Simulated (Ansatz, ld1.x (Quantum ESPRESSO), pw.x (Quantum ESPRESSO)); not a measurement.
# pw.x on fcc In: one setting changed

Potential: PAW, ld1.x (Quantum ESPRESSO) 7.5, PBEsol; core [Kr] 4d10, reference 5s2 5p1; waves: 5s (bound): rcut 2.00, rcutus 2.12 bohr; 5s channel at 0.45 Ry: rcut 2.00, rcutus 2.12 bohr; 5p (bound): rcut 2.65, rcutus 3.40 bohr; 5p channel at 3.25 Ry: rcut 2.65, rcutus 3.40 bohr; 5d channel at 0.4 Ry: rc 2.75 bohr; local part: the d channel; core correction: Bessel-smoothed model core inside 2.25 bohr; augmentation: PSQ, inside the norm-conserving radii.

The reference run (k-mesh 12³, cutoffs 40/320 Ry, Fermi–Dirac 0.01 Ry, mixing_beta 0.4, conv_thr 1e-9, no spin) gives -0.68 GPa at 25.699 Å³/atom, where all-electron LAPW gives -0.24 GPa. This run, with its own iteration cap, changes k-mesh points per axis to 3.

```
&control
  calculation='scf', prefix='x', pseudo_dir='./', outdir='./tmp', tstress=.true., disk_io='none'
/
&system
  ibrav=0, nat=1, ntyp=1, ecutwfc=40, ecutrho=320, nbnd=8,
  occupations='smearing', smearing='fd', degauss=0.01
/
&electrons
  conv_thr=1e-09, mixing_beta=0.4, electron_maxstep=50
/
ATOMIC_SPECIES
In 1.0 In.UPF
CELL_PARAMETERS angstrom
  0.00000000 2.34222571 2.34222571
  2.34222571 0.00000000 2.34222571
  2.34222571 2.34222571 0.00000000
ATOMIC_POSITIONS crystal
In 0.0000 0.0000 0.0000
K_POINTS automatic
3 3 3 0 0 0
```

```bash
pw.x < In.scf.in > In.scf.out
```

**Question.** How does the run end?

**Answer.** It converges in 6 iterations; the free energy moves by +780.7 meV/atom and the pressure by +2.61 GPa.

```
Message from routine setup:
     using ibrav=0 with symmetry is DISCOURAGED, use correct ibrav instead
     lattice parameter (alat)  =       6.2595  a.u.
     unit-cell volume          =     173.4254 (a.u.)^3
     number of electrons       =         3.00
     number of Kohn-Sham states=            8
     kinetic-energy cutoff     =      40.0000  Ry
     charge density cutoff     =     320.0000  Ry
     scf convergence threshold =      1.0E-09
     Exchange-correlation= SLA  PW   PSX  PSC
     number of k points=     4  Fermi-Dirac smearing, width (Ry)=  0.0100
     iteration #  1     ecut=    40.00 Ry     beta= 0.40
     total energy              =    -315.70157835 Ry
     estimated scf accuracy    <       0.00452478 Ry
     iteration #  2     ecut=    40.00 Ry     beta= 0.40
     total energy              =    -315.70108139 Ry
     estimated scf accuracy    <       0.00139995 Ry
     iteration #  3     ecut=    40.00 Ry     beta= 0.40
     total energy              =    -315.70114988 Ry
     estimated scf accuracy    <       0.00000214 Ry
     iteration #  4     ecut=    40.00 Ry     beta= 0.40
     total energy              =    -315.70115373 Ry
     estimated scf accuracy    <       0.00000009 Ry
     iteration #  5     ecut=    40.00 Ry     beta= 0.40
     total energy              =    -315.70115378 Ry
     estimated scf accuracy    <          1.3E-09 Ry
     iteration #  6     ecut=    40.00 Ry     beta= 0.40
     the Fermi energy is     4.6722 ev
!    total energy              =    -315.70115378 Ry
     estimated scf accuracy    <          4.7E-10 Ry
     smearing contrib. (-TS)   =      -0.01074093 Ry
     convergence has been achieved in   6 iterations
          total   stress  (Ry/bohr**3)                   (kbar)     P=       19.34
     Message from routine punch:
     Nothing written, as per user request (disk_io='none')
```

The run took about 0.9 s on one core of a shared host (Neoverse-V2, 192 threads, 742 GiB, load 37).
